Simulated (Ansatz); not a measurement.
AlSb (zinc blende)

```
AlSb
1.0
    0.00000     3.11275     3.11275
    3.11275     0.00000     3.11275
    3.11275     3.11275     0.00000
Sb Al
1 1
Cartesian
  4.66913   4.66913   4.66913
  0.00000   0.00000   0.00000
```

Level of theory: PBE (plane waves to 420 eV, PAW, scalar-relativistic; Ansatz, a first-principles code). DFPT wavenumbers on a 14×14×14 k mesh, in cm⁻¹; i marks imaginary ones, q is in fractions of the reciprocal vectors of the cell shown, and the three acoustic modes at Γ are left out. The non-analytic (LO-TO) term is not included, so polar modes at Γ have their transverse values. AlSb was relaxed with its symmetry unable to fall. Spin-orbit coupling is left out, though Sb is heavy.

Task: Does any mode at Γ, L = (0.5, 0.0, 0.0), X = (0.5, 0.5, 0.0) come out imaginary?

Result: No imaginary mode at these points (lowest 51 cm⁻¹ at L = (0.5, 0.0, 0.0)); other wave vectors were not tested.

Task: Predict the phonon wavenumbers at Γ, L = (0.5, 0.0, 0.0), X = (0.5, 0.5, 0.0).

Result: 
| q | wavenumbers (cm⁻¹) |
|---|---|
| Γ | 304 (×3) |
| L = (0.5, 0.0, 0.0) | 51 (×2), 145, 292 (×2), 311 |
| X = (0.5, 0.5, 0.0) | 66 (×2), 148, 276 (×2), 328 |
